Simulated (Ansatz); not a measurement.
# W (Im-3m) in Ansatz: reference runs

Reference runs on W: the cell as given and a disturbed copy.

Program: Ansatz 0.2.0. These are calculated values, not measurements. Logs are shortened: lines on timing, memory, paths and dates and some standing lists are left out, and cuts for length are marked.

**1. The structure**

The structure is cubic, space group Im-3m (No. 229). The conventional cell has a = 3.165 Å, b = 3.165 Å, c = 3.165 Å, α = 90.00°, β = 90.00°, γ = 90.00°. W (site symmetry m-3m) is surrounded by 8 W at 2.74 Å.

**2. Single point, PBE**

File input.yaml:

```yaml
crystal:
  lattice:
    - [-1.582345, 1.582345, 1.582345]
    - [1.582345, -1.582345, 1.582345]
    - [1.582345, 1.582345, -1.582345]
  atoms:
    - { symbol: W, position: [0.0, 0.0, 0.0] }
kpoints:
  mp_grid: { grid: [12, 12, 12] }
scf:
  occupations: { method: fermi_dirac, width: 0.05 }
hamiltonian:
  xc: pbe
  pseudopotentials: { kind: all_electron, lapw: { basis_error: 0.001 } }
output:
  forces: true
  stress: true
  eigenvalues: true
  populations: true
```

Potentials or basis: all-electron LAPW, scalar-relativistic.

Run with:

```bash
ansatz run input.yaml --threads 1 --pin off --max-ram 2560MiB --backend cpu --events-out ev --progress --plain --runs-dir out
```

What it wrote:

```text
Warning: RAYON_NUM_THREADS=1 ignored (pool sized by the plan → 1); use --threads N
W: projections on atomic orbitals take those of the free atom 1s2 2s2 2p6 3s2 3p6 3d10 4s2 4p6 4d10 4f14 5s2 5p6 5d4 6s2, of charge +0.00 (hamiltonian.pseudopotentials.projection_atoms)
LAPW: plane waves up to 8.665 Å⁻¹, error target 1.0e-3 eV per atom; small_component_spin mean_spin; W in spheres of 1.370 Å, 44 of its electrons in bands, Dirac shells [] (how accurate: hamiltonian.pseudopotentials.lapw.basis_error, Limitations)
Engine: ansatz 0.2.0, aarch64-unknown-linux-gnu
Pseudopotentials: kind: all_electron
Pseudopotential: W, LAPW, valence charge 44, lapw/all_electron/scalar/gaussian/W, Koelling and Harmon's equation, gaussian nucleus
Functional definition: PBE
  parameter kappa = 0.804
  parameter beta = 0.06672455060314922
  exchange = pbe_x(kappa = kappa, mu = beta*pi^2/3)
  correlation = pbe_c(beta = beta)
Crystal: 1 atoms, lattice volume = 15.848 Å³
Basis set: ecut = 286.0800342480645 eV, 177 PW (Γ), exchange–correlation at level 2
Bands: 27, of which v1, the nominal top of the filled ones, is band 22 counted from 1 (21 counted from 0)
Symmetry: 48 space group operations
Space group: Im-3m (ITA 229), of the structure as read, at distance tolerance 2.5e-5 Å
k-points: 72 of 1728
Non-local potential: W, projectors of the file, none
Initial density: superposition of atomic densities (chi_scale 0.1, normalization cell)
Initial wavefunctions: plane waves of lowest kinetic energy (no species holds an atomic orbital)
Functional: x = pbe(κ = 0.804, μ = 0.2195149727645171), c = pbe(β = 0.06672455060314922)
iter 1 solved again at ethr=2.41e-4 eV; its pass at ethr=1.00e-1 eV (dr2=1.06e-1 eV) is discarded
SCF iter   1: F=—  HF=-439202.412513 eV  |F-HF|=—  |Δ(HF+E_count)|=         —  Δρ=3.60e-2  dr2=1.07e-1  ethr=2.41e-4  ⟨swp⟩=2.9  Hψ=11974  notcnv=0
preconditioner: auto → Kerker (q_TF=auto, 3.234 Å⁻¹)  [metal: Δε(μ)=0.116 eV  Ē_g=31.473 eV  σ=0.050 eV  W_gap=0.46  n_scr=12 (ndim 8)  ℏωp=47.6 eV  f_vac=0.000  D(μ)=0.35/eV (n_scr^D=0)]
SCF iter   2: F=—  HF=-439202.232418 eV  |F-HF|=—  |Δ(HF+E_count)|=   1.80e-1  Δρ=1.85e-2  dr2=3.21e-2  ethr=2.41e-4  ⟨swp⟩=2.0  Hψ=6050  notcnv=0
SCF iter   3: F=—  HF=-439202.220926 eV  |F-HF|=—  |Δ(HF+E_count)|=   1.15e-2  Δρ=1.11e-2  dr2=1.38e-2  ethr=7.29e-5  ⟨swp⟩=2.0  Hψ=5693  notcnv=0
SCF iter   4: F=—  HF=-439202.216199 eV  |F-HF|=—  |Δ(HF+E_count)|=         —  Δρ=6.22e-3  dr2=5.18e-3  ethr=3.13e-5  ⟨swp⟩=2.0  Hψ=5671  notcnv=0
the basis was enlarged: its passes take 871.6 KiB over the memory plan, 1 of 1 planned eigensolver slots
SCF iter   5: F=—  HF=-439202.217141 eV  |F-HF|=—  |Δ(HF+E_count)|=   9.41e-4  Δρ=1.95e-3  dr2=6.60e-4  ethr=1.18e-5  ⟨swp⟩=2.0  Hψ=5590  notcnv=0
iter 6 solved again at ethr=5.00e-8 eV; its pass at ethr=1.50e-6 eV (dr2=2.20e-5 eV) is discarded
SCF iter   6: F=—  HF=-439202.217200 eV  |F-HF|=—  |Δ(HF+E_count)|=   5.96e-5  Δρ=4.66e-4  dr2=2.20e-5  ethr=5.00e-8  ⟨swp⟩=2.0  Hψ=9666  notcnv=0
SCF iter   7: F=—  HF=-439202.217201 eV  |F-HF|=—  |Δ(HF+E_count)|=   1.17e-6  Δρ=1.08e-4  dr2=9.97e-7  ethr=4.99e-8  ⟨swp⟩=2.0  Hψ=5697  notcnv=0
SCF iter   8: F=-439202.217202 eV  HF=-439202.217202 eV  |F-HF|=3.55e-9  |Δ(HF+E_count)|=   2.36e-7  Δρ=1.46e-5  dr2=1.73e-8  ethr=2.27e-9  ⟨swp⟩=2.0  Hψ=5697  notcnv=0
SCF 1 converged in 8 iterations: F = -439202.217202 eV  dr2 = 1.73e-8
SCF converged after 8 iterations
Free energy (F): -439202.217202 eV
Harris-Foulkes:  -439202.217202 eV  (|F-HF|=3.55e-9)
Internal energy: -439202.212315 eV  (E = F + TS)
E sigma→0 (E₀):  -439202.214759 eV
Entropy (-TS):   -0.004886 eV (-4.886 meV/atom)
Fermi energy:    29.077372 eV
--- Per-component energies (eV) ---
  E_band       = -4349.513935
  E_kinetic    = 491885.622764
  E_xc         = -8833.544935
  E_electrostatic = -922254.290144  (all electrons and nuclei)
  E_smearing   = -0.004886  (= −TS)
  E_closure    = 0.000000  (closes the sum)
  E_atoms      = -439190.788623  (free atoms, spherical and without spin; not in F)
  Σ components = -439202.217202   (vs F -439202.217202, Δ=0.00e0)
  Basis errors (estimates in eV, not in F): energy 2.7e-4 per atom: plane waves 2.2e-4 (1.1e-4 summed), levels above the bands 2.8e-109, relativity 6.7e-8, radial functions 4.6e-5, core shells 2.5e-8; eigenvalues (radial functions only) 2.8e-6; not estimated: angular momenta, meshes, grids; target (lapw.basis_error) 1.0e-3; muffin-tin radii W 1.370 Å
--- Forces (eV/Å), atoms counted from 1 ---
  atom   1  W     -0.00000000    -0.00000000     0.00000000
  max |Σ_I F_I| component: 3.86e-31 eV/Å
--- Stress (GPa, compression-positive) ---
        5.902100      -0.000000       0.000000
       -0.000000       5.902100       0.000000
        0.000000       0.000000       5.902100
  P = ⅓ Tr σ = 5.9021 GPa (59.021 kbar)
--- Band table (eV; the first three rows and the last of 72) ---
  k-point 0: bands = ["-388.8625", "-388.8625", "-388.8625", "-203.9451", "-203.9451", "-203.9032", "-203.9032", "-203.9032", "-44.9528", "-8.5547", "-8.5547", "-8.5547", "0.8896", "0.8896", "0.8896", "0.9093", "0.9093", "0.9093", "0.9864", "19.5317", "27.9239", "27.9239", "27.9239", "31.4149", "31.4149", "43.6563", "43.6563"]
  k-point 1: bands = ["-388.8625", "-388.8625", "-388.8625", "-203.9451", "-203.9451", "-203.9032", "-203.9032", "-203.9032", "-44.9439", "-8.6481", "-8.5838", "-8.5552", "0.8906", "0.8917", "0.8920", "0.9071", "0.9085", "0.9088", "0.9833", "19.8656", "27.7239", "27.8731", "28.2493", "31.1139", "31.4196", "43.9305", "44.2173"]
  k-point 2: bands = ["-388.8625", "-388.8625", "-388.8625", "-203.9451", "-203.9451", "-203.9032", "-203.9032", "-203.9032", "-44.9193", "-8.8975", "-8.6626", "-8.5565", "0.8924", "0.8973", "0.8974", "0.9025", "0.9060", "0.9080", "0.9756", "20.7783", "27.2208", "27.6224", "29.2007", "30.7177", "31.4658", "44.3920", "45.7953"]
  k-point 71: bands = ["-388.8625", "-388.8625", "-388.8625", "-203.9451", "-203.9451", "-203.9032", "-203.9032", "-203.9032", "-44.7174", "-9.4601", "-9.4601", "-9.4601", "0.8844", "0.8844", "0.8844", "0.9012", "0.9385", "0.9385", "0.9385", "23.3245", "23.3245", "34.3228", "34.3228", "34.3228", "37.4084", "37.4084", "37.4084"]
--- Löwdin populations: 1 site ---
  site symbol       q [e]
     0      W     73.8585
  spilling = 0.001912 (of n_electrons = 74.000000)
```

Wall time 12 s (1 thread of Arm Neoverse V1, shared host); peak memory 0.29 GiB.

What came out:

- Free energy: -439202.2172 eV
- Pressure: 5.9 GPa
- Band gap on the k mesh: none (metal or under the smearing width)

Spin-orbit coupling is left out, which matters for the levels of W.

**3. Single point, PBE (cell strained at random at fixed volume)**

File input.yaml:

```yaml
crystal:
  lattice:
    - [-1.544801, 1.615076, 1.631025]
    - [1.571146, -1.545247, 1.587541]
    - [1.545696, 1.546143, -1.561196]
  atoms:
    - { symbol: W, position: [0.010931, 0.007703, 0.022973] }
kpoints:
  mp_grid: { grid: [12, 12, 12] }
scf:
  occupations: { method: fermi_dirac, width: 0.05 }
hamiltonian:
  xc: pbe
  pseudopotentials: { kind: all_electron, lapw: { basis_error: 0.001 } }
output:
  forces: true
  stress: true
  eigenvalues: true
  populations: true
```

Potentials or basis: all-electron LAPW, scalar-relativistic.

Run with:

```bash
ansatz run input.yaml --threads 1 --pin off --max-ram 2560MiB --backend cpu --events-out ev --progress --plain --runs-dir out
```

What it wrote:

```text
Warning: RAYON_NUM_THREADS=1 ignored (pool sized by the plan → 1); use --threads N
W: projections on atomic orbitals take those of the free atom 1s2 2s2 2p6 3s2 3p6 3d10 4s2 4p6 4d10 4f14 5s2 5p6 5d4 6s2, of charge +0.00 (hamiltonian.pseudopotentials.projection_atoms)
LAPW: plane waves up to 8.898 Å⁻¹, error target 1.0e-3 eV per atom; small_component_spin mean_spin; W in spheres of 1.343 Å, 44 of its electrons in bands, Dirac shells [] (how accurate: hamiltonian.pseudopotentials.lapw.basis_error, Limitations)
[... 3 set-up lines as earlier in the session ...]
[... 49 lines left out ...]
       11.789426       0.616279      -2.153466
        0.616279       6.011345      -6.272675
       -2.153466      -6.272675       0.577500
  P = ⅓ Tr σ = 6.1261 GPa (61.261 kbar)
--- Band table (eV; the first three rows and the last of 868) ---
  k-point 0: bands = ["-388.8540", "-388.8514", "-388.8476", "-203.9368", "-203.9297", "-203.8955", "-203.8924", "-203.8873", "-44.9440", "-8.6258", "-8.5360", "-8.4680", "0.8999", "0.9008", "0.9018", "0.9139", "0.9235", "0.9261", "0.9984", "19.5347", "27.5659", "27.7149", "28.4589", "31.2407", "31.6802", "43.0807", "43.8824"]
  k-point 1: bands = ["-388.8540", "-388.8514", "-388.8476", "-203.9368", "-203.9297", "-203.8955", "-203.8924", "-203.8873", "-44.9347", "-8.6755", "-8.5653", "-8.5155", "0.9023", "0.9024", "0.9031", "0.9130", "0.9224", "0.9245", "0.9952", "19.8750", "27.5342", "27.7626", "28.5019", "31.2211", "31.4002", "43.5650", "44.4545"]
  k-point 2: bands = ["-388.8540", "-388.8514", "-388.8476", "-203.9368", "-203.9297", "-203.8955", "-203.8924", "-203.8873", "-44.9092", "-8.8880", "-8.6699", "-8.5372", "0.9040", "0.9081", "0.9092", "0.9110", "0.9177", "0.9228", "0.9872", "20.8052", "27.0475", "27.7289", "29.1605", "30.9592", "31.3498", "44.3822", "45.7528"]
  k-point 867: bands = ["-388.8540", "-388.8514", "-388.8476", "-203.9368", "-203.9297", "-203.8955", "-203.8924", "-203.8873", "-44.7051", "-9.5696", "-9.4129", "-9.3805", "0.8925", "0.8957", "0.8994", "0.9123", "0.9481", "0.9489", "0.9541", "23.2947", "23.3546", "33.7737", "34.3716", "34.8231", "36.8619", "37.5773", "37.8482"]
--- Löwdin populations: 1 site ---
  site symbol       q [e]
     0      W     73.8631
  spilling = 0.001850 (of n_electrons = 74.000000)
```

populations.tsv:

```text
# site	symbol	l	j	q
# orbitals = lowdin
# n_electrons = 74.000000
# spilling = 0.001850
# projection_atom_W: 1s2 2s2 2p6 3s2 3p6 3d10 4s2 4p6 4d10 4f14 5s2 5p6 5d4 6s2
0	W	0_1S	-	2.000000
0	W	0_2S	-	1.999981
0	W	0_3S	-	1.999761
0	W	0_4S	-	1.997556
0	W	0_5S	-	1.961690
0	W	0_6S	-	0.898710
0	W	1_2P	-	6.000000
0	W	1_3P	-	5.999999
0	W	1_4P	-	5.999916
0	W	1_5P	-	5.988430
0	W	2_3D	-	10.000000
0	W	2_4D	-	9.999951
0	W	2_5D	-	5.017728
0	W	3_4F	-	13.999415
```

Run time: 2.1 min. Hardware: 1 thread of Arm Neoverse V1, shared host; peak memory 1.2 GiB.

What came out:

```
Free energy            : -439202.1939 eV
Pressure               : 6.1 GPa
Band gap on the k mesh : none (metal or under the smearing width)
```

Stress tensor (GPa, compression positive):
```
11.79  0.62 -2.15
 0.62  6.01 -6.27
-2.15 -6.27  0.58
```

Spin-orbit coupling is left out, which matters for the levels of W.
